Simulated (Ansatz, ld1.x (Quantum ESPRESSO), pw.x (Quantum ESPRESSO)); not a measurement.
**What a changed setting does to a pw.x run (bcc As)**

Potential: PAW, ld1.x (Quantum ESPRESSO) 7.5, PBE; core [Ar] 3d10, reference 4s1.75 4p3.25; waves: 4s (bound): rcut 1.45, rcutus 1.65 bohr; 4s channel at 1 Ry: rcut 1.45, rcutus 1.65 bohr; 4p (bound): rcut 1.35, rcutus 1.85 bohr; 4p channel at 1.75 Ry: rcut 1.35, rcutus 1.85 bohr; 4d channel at 0.35 Ry: rcut 1.55, rcutus 1.85 bohr; local part: all-electron potential smoothed inside 1.40 bohr (lloc = -1); core correction: Bessel-smoothed model core inside 1.05 bohr; augmentation: PSQ, inside the norm-conserving radii.

The reference run (k-mesh 14³, cutoffs 40/320 Ry, Fermi–Dirac 0.01 Ry, mixing_beta 0.4, conv_thr 1e-9, no spin) gives -0.85 GPa at 19.100 Å³/atom, where all-electron LAPW gives -0.22 GPa. This run, with its own iteration cap, changes k-mesh shift to 1.

```
&control
  calculation='scf', prefix='x', pseudo_dir='./', outdir='./tmp', tstress=.true., disk_io='none'
/
&system
  ibrav=0, nat=1, ntyp=1, ecutwfc=40, ecutrho=320, nbnd=9,
  occupations='smearing', smearing='fd', degauss=0.01
/
&electrons
  conv_thr=1e-09, mixing_beta=0.4, electron_maxstep=50
/
ATOMIC_SPECIES
As 1.0 As.UPF
CELL_PARAMETERS angstrom
  -1.68393165 1.68393165 1.68393165
  1.68393165 -1.68393165 1.68393165
  1.68393165 1.68393165 -1.68393165
ATOMIC_POSITIONS crystal
As 0.0000 0.0000 0.0000
K_POINTS automatic
14 14 14 1 1 1
```

```bash
pw.x < As.scf.in > As.scf.out
```

Question: How does the run end?

Answer: It converges in 5 iterations; the free energy moves by -2.5 meV/atom and the pressure by +0.29 GPa.

```
Message from routine setup:
     using ibrav=0 with symmetry is DISCOURAGED, use correct ibrav instead
     lattice parameter (alat)  =       5.5117  a.u.
     unit-cell volume          =     128.8932 (a.u.)^3
     number of electrons       =         5.00
     number of Kohn-Sham states=            9
     kinetic-energy cutoff     =      40.0000  Ry
     charge density cutoff     =     320.0000  Ry
     scf convergence threshold =      1.0E-09
     Exchange-correlation= SLA  PW   PBX  PBC
     number of k points=   100  Fermi-Dirac smearing, width (Ry)=  0.0100
     iteration #  1     ecut=    40.00 Ry     beta= 0.40
     total energy              =    -175.97259860 Ry
     estimated scf accuracy    <       0.00043287 Ry
     iteration #  2     ecut=    40.00 Ry     beta= 0.40
     total energy              =    -175.97266915 Ry
     estimated scf accuracy    <       0.00015944 Ry
     iteration #  3     ecut=    40.00 Ry     beta= 0.40
     total energy              =    -175.97267522 Ry
     estimated scf accuracy    <       0.00000088 Ry
     iteration #  4     ecut=    40.00 Ry     beta= 0.40
     total energy              =    -175.97267538 Ry
     estimated scf accuracy    <       0.00000002 Ry
     iteration #  5     ecut=    40.00 Ry     beta= 0.40
     the Fermi energy is     8.8561 ev
!    total energy              =    -175.97267538 Ry
     estimated scf accuracy    <          4.3E-11 Ry
     smearing contrib. (-TS)   =      -0.00210183 Ry
     The total energy is F=E-TS. E is the sum of the following terms:
     one-electron contribution =       5.58817750 Ry
     hartree contribution      =       0.27295441 Ry
     xc contribution           =     -40.05428074 Ry
     ewald contribution        =     -14.29540955 Ry
     one-center paw contrib.   =    -127.48201517 Ry
     convergence has been achieved in   5 iterations
          total   stress  (Ry/bohr**3)                   (kbar)     P=       -5.55
     Message from routine punch:
     Nothing written, as per user request (disk_io='none')
```

The run took about 7.4 s on one core of a shared host (Neoverse-V1, 64 threads, 251 GiB, load 29).
